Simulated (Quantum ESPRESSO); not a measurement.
# AlN (P6_3mc) in Quantum ESPRESSO: settings compared

One crystal, AlN, is run at these levels: AM05, BLYP; tasks: phonons.

Everything below comes from runs of Quantum ESPRESSO 7.5. Logs are shortened: lines on timing, memory, paths and dates and some standing lists are left out, and cuts for length are marked.

## Step 1: Starting point

Symmetry: P6_3mc, No. 186, hexagonal system. Conventional cell: a = 3.113 Å, b = 3.113 Å, c = 4.981 Å, α = 90.00°, β = 90.00°, γ = 120.00°. Al (site symmetry 3m) is surrounded by 4 N at 1.89 Å. N (site symmetry 3m) has 4 Al at 1.89 Å as nearest neighbours.

## Step 2: Phonons, AM05

pw.in reads:

```
&CONTROL
  calculation = 'scf'
  prefix = 'pwscf'
  outdir = './tmp'
  pseudo_dir = './pseudo'
  tprnfor = .true.
  tstress = .true.
  disk_io = 'low'
/
&SYSTEM
  ibrav = 0
  nat = 4
  ntyp = 2
  ecutwfc = 84
  nbnd = 14
  input_dft = 'XC-000I-000I-120L-135L-000I-000I'
  occupations = 'smearing'
  smearing = 'fd'
  degauss = 0.00367493
/
&ELECTRONS
  conv_thr = 8d-10
  electron_maxstep = 120
  mixing_beta = 0.5
/
ATOMIC_SPECIES
Al    26.9815 Al.upf
N     14.0070 N.upf
CELL_PARAMETERS angstrom
   3.1130000000    0.0000000000    0.0000000000
  -1.5565000000    2.6959370820    0.0000000000
   0.0000000000    0.0000000000    4.9810000000
ATOMIC_POSITIONS crystal
Al     0.6666666667    0.3333333333    0.5000000000
Al     0.3333333333    0.6666666667    0.0000000000
N      0.6666666667    0.3333333333    0.8800000000
N      0.3333333333    0.6666666667    0.3800000000
K_POINTS automatic
6 6 4 0 0 1
```

relax.in reads:

```
&CONTROL
  calculation = 'relax'
  prefix = 'pwscf'
  outdir = './tmp'
  pseudo_dir = './pseudo'
  tprnfor = .true.
  tstress = .true.
  disk_io = 'low'
  nstep = 40
  forc_conv_thr = 0.0001
  etot_conv_thr = 1d-06
/
&SYSTEM
  ibrav = 0
  nat = 4
  ntyp = 2
  ecutwfc = 84
  nbnd = 14
  input_dft = 'XC-000I-000I-120L-135L-000I-000I'
  occupations = 'smearing'
  smearing = 'fd'
  degauss = 0.00367493
/
&ELECTRONS
  conv_thr = 8d-10
  electron_maxstep = 120
  mixing_beta = 0.5
/
&IONS
  ion_dynamics = 'bfgs'
/
ATOMIC_SPECIES
Al    26.9815 Al.upf
N     14.0070 N.upf
CELL_PARAMETERS angstrom
   3.1130000000    0.0000000000    0.0000000000
  -1.5565000000    2.6959370820    0.0000000000
   0.0000000000    0.0000000000    4.9810000000
ATOMIC_POSITIONS crystal
Al     0.6666666667    0.3333333333    0.5000000000
Al     0.3333333333    0.6666666667    0.0000000000
N      0.6666666667    0.3333333333    0.8800000000
N      0.3333333333    0.6666666667    0.3800000000
K_POINTS automatic
6 6 4 0 0 1
```

scf2.in reads:

```
&CONTROL
  calculation = 'scf'
  prefix = 'pwscf'
  outdir = './tmp'
  pseudo_dir = './pseudo'
  tprnfor = .true.
  tstress = .true.
  disk_io = 'low'
/
&SYSTEM
  ibrav = 0
  nat = 4
  ntyp = 2
  ecutwfc = 84
  nbnd = 14
  input_dft = 'XC-000I-000I-120L-135L-000I-000I'
  occupations = 'fixed'
/
&ELECTRONS
  conv_thr = 1d-13
  electron_maxstep = 120
  mixing_beta = 0.5
  startingpot = 'file'
  startingwfc = 'file'
/
ATOMIC_SPECIES
Al    26.9815 Al.upf
N     14.0070 N.upf
CELL_PARAMETERS angstrom
   3.1130000000    0.0000000000    0.0000000000
  -1.5565000000    2.6959370820    0.0000000000
   0.0000000000    0.0000000000    4.9810000000
ATOMIC_POSITIONS crystal
Al     0.6666666667    0.3333333333    0.4989539311
Al     0.3333333333    0.6666666667   -0.0010460689
N      0.6666666667    0.3333333333    0.8810460689
N      0.3333333333    0.6666666667    0.3810460689
K_POINTS automatic
6 6 4 0 0 1
```

ph.in reads:

```
phonons of AlN
&INPUTPH
  prefix = 'pwscf'
  outdir = './tmp'
  tr2_ph = 1d-16
  fildyn = 'dyn'
  niter_ph = 60
  alpha_mix(1) = 0.7
  epsil = .true.
/
0.0000000000 0.0000000000 0.0000000000
```

dynmat.in reads:

```
&INPUT
  fildyn = 'dyn'
  asr = 'crystal'
  lperm = .true.
  filout = 'dynmat.disp'
  fileig = 'dynmat.eig'
/
```

dynmat_lo.in reads:

```
&INPUT
  fildyn = 'dyn'
  asr = 'crystal'
  filout = 'dynmat_lo.disp'
  fileig = 'dynmat_lo.eig'
  q(1) = 0
  q(2) = 0
  q(3) = 1
/
```

Potentials or basis: PseudoDojo 0.4.1 SR PBE standard.

Run with:

```
OMP_NUM_THREADS=1 pw.x -in pw.in > pw.out
OMP_NUM_THREADS=1 pw.x -in relax.in > relax.out
OMP_NUM_THREADS=1 pw.x -in scf2.in > scf2.out
OMP_NUM_THREADS=1 ph.x -in ph.in > ph.out
OMP_NUM_THREADS=1 dynmat.x -in dynmat.in > dynmat.out
OMP_NUM_THREADS=1 dynmat.x -in dynmat_lo.in > dynmat_lo.out
```

pw.out:

```text
This program is part of the open-source Quantum ESPRESSO suite
     for quantum simulation of materials; please cite
         "P. Giannozzi et al., J. Phys.:Condens. Matter 21 395502 (2009);
         "P. Giannozzi et al., J. Phys.:Condens. Matter 29 465901 (2017);
         "P. Giannozzi et al., J. Chem. Phys. 152 154105 (2020);
     in publications or presentations arising from this work. More details at

     IMPORTANT: XC functional enforced from input :
     Exchange-correlation= XC-000I-000I-120L-135L-000I-000I
                           (   0   0 120 135   0   0   0)
     Any further DFT definition will be discarded
     Please, verify this is what you really want

     Message from routine setup:
     using ibrav=0 with symmetry is DISCOURAGED, use correct ibrav instead

     G-vector sticks info
     --------------------
     sticks:   dense  smooth     PW     G-vecs:    dense   smooth      PW
     Sum         805     805    241                29383    29383    4685

     Using Slab Decomposition

     bravais-lattice index     =            0
     lattice parameter (alat)  =       5.8827  a.u.
     unit-cell volume          =     282.0993 (a.u.)^3
     number of atoms/cell      =            4
     number of atomic types    =            2
     number of electrons       =        16.00
     number of Kohn-Sham states=           14
     kinetic-energy cutoff     =      84.0000  Ry
     charge density cutoff     =     336.0000  Ry
     scf convergence threshold =      8.0E-10
     mixing beta               =       0.5000
     number of iterations used =            8  plain     mixing
     Exchange-correlation= XC-000I-000I-120L-135L-000I-000I
                           (   0   0 120 135   0   0   0)

     celldm(1)=   5.882717  celldm(2)=   0.000000  celldm(3)=   0.000000
     celldm(4)=   0.000000  celldm(5)=   0.000000  celldm(6)=   0.000000

     crystal axes: (cart. coord. in units of alat)
               a(1) = (   1.000000   0.000000   0.000000 )
               a(2) = (  -0.500000   0.866025   0.000000 )
               a(3) = (   0.000000   0.000000   1.600064 )

     reciprocal axes: (cart. coord. in units 2 pi/alat)
               b(1) = (  1.000000  0.577350 -0.000000 )
               b(2) = (  0.000000  1.154701  0.000000 )
               b(3) = (  0.000000 -0.000000  0.624975 )

     PseudoPot. # 1 for Al read from file:
     Al.upf
     Pseudo is Norm-conserving + core correction, Zval =  3.0
     Generated using ONCVPSP code by D. R. Hamann
     Using radial grid of 1876 points,  6 beta functions with:
                l(1) =   0
                l(2) =   0
                l(3) =   1
                l(4) =   1
                l(5) =   2
                l(6) =   2

     PseudoPot. # 2 for N  read from file:
     N.upf
     Pseudo is Norm-conserving + core correction, Zval =  5.0
     Generated using ONCVPSP code by D. R. Hamann
     Using radial grid of 1058 points,  4 beta functions with:
                l(1) =   0
                l(2) =   0
                l(3) =   1
                l(4) =   1

     atomic species   valence    mass     pseudopotential
     Al                3.00    26.98150     Al( 1.00)
     N                 5.00    14.00700     N ( 1.00)

     12 Sym. Ops. (no inversion) found ( 6 have fractional translation)

   Cartesian axes

     site n.     atom                  positions (alat units)
         1        Al     tau(   1) = (   0.5000000   0.2886751   0.8000321  )
         2        Al     tau(   2) = (  -0.0000000   0.5773503   0.0000000  )
         3        N      tau(   3) = (   0.5000000   0.2886751   1.4080565  )
         4        N      tau(   4) = (  -0.0000000   0.5773503   0.6080244  )

     number of k points=    14  Fermi-Dirac smearing, width (Ry)=  0.0037
                       cart. coord. in units 2pi/alat
        k(    1) = (   0.0000000   0.0000000   0.0781219), wk =   0.0277778
        k(    2) = (   0.0000000   0.0000000   0.2343656), wk =   0.0277778
        k(    3) = (   0.0000000   0.1924501   0.0781219), wk =   0.1666667
        k(    4) = (   0.0000000   0.1924501   0.2343656), wk =   0.1666667
        k(    5) = (   0.0000000   0.3849002   0.0781219), wk =   0.1666667
        k(    6) = (   0.0000000   0.3849002   0.2343656), wk =   0.1666667
        k(    7) = (   0.0000000  -0.5773503   0.0781219), wk =   0.0833333
        k(    8) = (   0.0000000  -0.5773503   0.2343656), wk =   0.0833333
        k(    9) = (   0.1666667   0.2886751   0.0781219), wk =   0.1666667
        k(   10) = (   0.1666667   0.2886751   0.2343656), wk =   0.1666667
        k(   11) = (   0.1666667   0.4811252   0.0781219), wk =   0.3333333
        k(   12) = (   0.1666667   0.4811252   0.2343656), wk =   0.3333333
        k(   13) = (   0.3333333   0.5773503   0.0781219), wk =   0.0555556
        k(   14) = (   0.3333333   0.5773503   0.2343656), wk =   0.0555556

     Dense  grid:    29383 G-vectors     FFT dimensions: (  36,  36,  60)

     WARNING: libxc functional with ID  120 depends
      on external parameters: check the user_guide of
      QE if you need to modify them or to check their
      default values.

     WARNING: libxc functional with ID  135 depends
      on external parameters: check the user_guide of
      QE if you need to modify them or to check their
      default values.

     Initial potential from superposition of free atoms

     starting charge      15.9951, renormalised to      16.0000
     Starting wfcs are   16 randomized atomic wfcs

     Self-consistent Calculation

     iteration #  1     ecut=    84.00 Ry     beta= 0.50
     Davidson diagonalization with overlap
     ethr =  1.00E-02,  avg # of iterations =  4.0

     total energy              =     -50.61007021 Ry
     estimated scf accuracy    <       1.07978421 Ry
[... 71 lines left out ...]
     iteration # 12     ecut=    84.00 Ry     beta= 0.50
     Davidson diagonalization with overlap
     ethr =  9.10E-12,  avg # of iterations =  1.0

     End of self-consistent calculation

          k = 0.0000 0.0000 0.0781 (  3669 PWs)   bands (ev):

    -8.0372  -6.0423   1.2484   6.2697   6.2697   6.7230   6.8771   6.8771
    11.4913  13.6825  17.4831  18.1432  18.1432  19.6262
[... 23 lines left out ...]
    -6.4487  -5.8991   2.0890   2.6415   4.7984   5.6004   6.0554   6.0967
    12.5852  13.3308  16.1141  17.0048  18.3141  19.0512

          k = 0.0000-0.5774 0.0781 (  3654 PWs)   bands (ev):

    -6.0807  -5.4288   1.5045   2.6769   3.9428   5.0427   5.5022   6.3528
    12.4737  12.8286  15.6301  16.9594  18.0866  19.2892

          k = 0.0000-0.5774 0.2344 (  3674 PWs)   bands (ev):

    -5.8731  -5.5984   1.3107   1.7596   5.1483   5.3748   5.9101   5.9985
    11.9519  12.7115  16.0251  16.7474  18.3325  19.2133

          k = 0.1667 0.2887 0.0781 (  3675 PWs)   bands (ev):
[... 26 lines left out ...]
    -5.5310  -5.5310   2.3245   2.3245   2.7877   3.6608   6.0993   6.0993
    13.6549  14.9327  15.0673  15.0673  18.8965  18.8965

     the Fermi energy is     9.3774 ev

!    total energy              =     -50.93003285 Ry
     estimated scf accuracy    <          5.7E-10 Ry
     smearing contrib. (-TS)   =       0.00000000 Ry
     internal energy E=F+TS    =     -50.93003285 Ry

     The total energy is F=E-TS. E is the sum of the following terms:
     one-electron contribution =      -1.95440187 Ry
     hartree contribution      =      11.21730665 Ry
     xc contribution           =     -16.70648934 Ry
     ewald contribution        =     -43.48644828 Ry

     convergence has been achieved in  12 iterations

     Forces acting on atoms (cartesian axes, Ry/au):

     atom    1 type  1   force =     0.00000000    0.00000000   -0.00538273
     atom    2 type  1   force =     0.00000000    0.00000000   -0.00538273
     atom    3 type  2   force =     0.00000000   -0.00000000    0.00538273
     atom    4 type  2   force =     0.00000000    0.00000000    0.00538273

     Total force =     0.010765     Total SCF correction =     0.000000

     Computing stress (Cartesian axis) and pressure

          total   stress  (Ry/bohr**3)                   (kbar)     P=        9.68
   0.00003474  -0.00000000   0.00000000            5.11       -0.00        0.00
   0.00000000   0.00003474   0.00000000            0.00        5.11        0.00
   0.00000000   0.00000000   0.00012793            0.00        0.00       18.82

=------------------------------------------------------------------------------=
   JOB DONE.
=------------------------------------------------------------------------------=
```

Wall time 5.5 min (1 thread of Arm Neoverse V1, shared host); peak memory 0.08 GiB.

What came out:

* Free energy: -692.9398 eV
* Pressure after relaxing: 0.9 GPa
* Electronic dielectric tensor (diagonal): 4.53, 4.53, 4.70
* Born charges (mean of the diagonal): Al +2.55; N -2.56 e
* Highest phonon frequency at Γ, LO-TO splitting left out: 719 cm⁻¹
* Static dielectric tensor (diagonal): 8.04, 8.04, 9.48

Step by step:
| step | energy change (eV) | largest force (eV/Å) | pressure (GPa) |
| --- | --- | --- | --- |
| 1 | 0.0000 | 0.1384 | 0.97 |
| 2 | -0.0011 | 0.0617 | 0.94 |
| 3 | -0.0014 | 0.0018 | 0.93 |
| 4 | -0.0014 | 0.0000 | 0.93 |

Final structure:
```xyz
4
Lattice="3.1130 0.0000 0.0000 -1.5565 2.6959 0.0000 0.0000 0.0000 4.9810" Properties=species:S:1:pos:R:3 pbc="T T T"
Al    1.5565    0.8986    2.4853
Al    0.0000    1.7973   -0.0052
N     1.5565    0.8986    4.3885
N     0.0000    1.7973    1.8980
```

Levels at points of the mesh, in eV from the valence-band top:
```csv
k point,band 6,band 7,band 8,band 9,band 10,band 11
"(0.00, 0.00, 0.12)",-0.11,0.00,0.00,4.63,6.83,10.64
```

Phonon frequencies in cm⁻¹ (negative: imaginary):
| q point | frequencies |
| --- | --- |
| (0.000, 0.000, 0.000) | -5 -5 -2 234 234 542 617 665 665 675 675 719 |

Electronic dielectric tensor:
```
4.53 0.00 0.00
0.00 4.53 0.00
0.00 0.00 4.70
```

Born effective charge tensors (e):
atom 1, Al
```
2.49 0.00 0.00
0.00 2.49 0.00
0.00 0.00 2.67
```
atom 2, Al
```
2.49 0.00 0.00
0.00 2.49 0.00
0.00 0.00 2.67
```
atom 3, N
```
-2.51  0.00  0.00
 0.00 -2.51  0.00
 0.00  0.00 -2.67
```
atom 4, N
```
-2.51  0.00  0.00
 0.00 -2.51  0.00
 0.00  0.00 -2.67
```

Optical modes at Γ, degenerate ones joined, polar ones without the macroscopic field:
| cm⁻¹ | components | symmetry | active in | IR intensity, summed ((D/Å)²/amu) |
| --- | --- | --- | --- | --- |
| 234 | 2 | E2 | Raman | 0.00 |
| 542 | 1 | B1 | silent | 0.00 |
| 617 | 1 | A1 | IR and Raman | 35.55 |
| 665 | 2 | E2 | Raman | 0.00 |
| 675 | 2 | E1 | IR and Raman | 62.77 |
| 719 | 1 | B1 | silent | 0.00 |

Zone-centre frequencies without and with the macroscopic field along z (cm⁻¹):
|  | optical modes in rising order |
| --- | --- |
| without | 234 234 542 617 665 665 675 675 719 |
| with the field | 234 234 542 665 665 675 675 719 875 |

Static dielectric tensor, electrons and zone-centre modes:
```
8.04 0.00 0.00
0.00 8.04 0.00
0.00 0.00 9.48
```

Caveat: the potentials were made for another functional, which shifts forces and pressure.

(Continued in part 2 of 3.)
